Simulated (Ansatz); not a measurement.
Free-standing chains of the atoms of CuI, named by their start (strip: triangular double chain, ladder: square double chain); atoms and period are relaxed, and energies count from relaxed bulk CuI (F-43m, 28.07 Å³/atom, gap on the mesh 1.10 eV).

Level of theory: DFT PBE, scalar-relativistic, plane waves, PAW in Ansatz.

Cutoff 420 eV, Gaussian smearing of 0.05 eV, energies at zero smearing, symmetry of each start kept, collinear spin where a moment is listed.

```tsv
start	atoms	k mesh	excess energy (eV per host atom)	period (Å)	gap on the mesh (eV)	highest filled level or Fermi level under vacuum (eV)
linear chain	2	1×1×14	0.416	4.816	1.73	5.72
dimerised chain	2	1×1×14	0.416	4.819	1.72	5.72
zigzag chain	2	1×1×15	0.327	4.551	2.54	5.61
ladder chain	4	1×1×14	0.042	4.306	1.89	4.74
strip chain*	2	1×1×26	0.327	4.553	2.53	5.59
```

Zero in every row: size of the moment (μB per cell).

* ends far from its start.

Spin-orbit coupling is left out, which matters for the bands of heavy elements. An odd mesh misses points on the zone edge, so a gap read on it can be too wide.

Each run keeps its start's symmetry and one magnetic start, so lower states can exist. Rows stand on unlike meshes and boxes, so starts that end alike can differ by a few hundredths of an eV per atom.

Cost: 5 runs of about 44 core-minutes in all, on Intel Xeon Platinum 8259CL (Skylake/Cascade Lake) (shared hosts).